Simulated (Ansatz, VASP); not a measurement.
**Hg in VASP and in Ansatz**

```
Hg
1.0
     2.07840    1.19996    1.97474
    -2.07840    1.19996    1.97474
     0.00000   -2.39993    1.97474
Hg
1
Direct
  0.00000 0.00000 0.00000
```

Alike in both runs: task single point; functional PBE; k mesh 5 × 5 × 5; occupations fermi-dirac, width 0.1 eV; no spin polarisation.

|  | VASP | Ansatz |
| --- | --- | --- |
| version | VASP 6.6.1 | Ansatz 0.2.0 |
| potentials or method | VASP PAW PBE potentials, release 64 (Hg) | plane waves (420 eV) with PAW, scalar-relativistic |
| plane-wave cutoff (eV) | 520 | 420 |
| valence electrons in the cell | 12 | 20 |

```csv
,VASP,Ansatz,Ansatz less VASP
pressure (GPa),-0.2,-0.3,-0.18
largest component of the traceless stress (GPa),0.78,0.83,+0.044
```

The two sets of potentials don't hold the same shells in valence.

Caveats: the k mesh is coarse (spacing up to 0.41 Å⁻¹), so the values aren't converged. Spin-orbit coupling is left out, which matters for the levels of Hg.
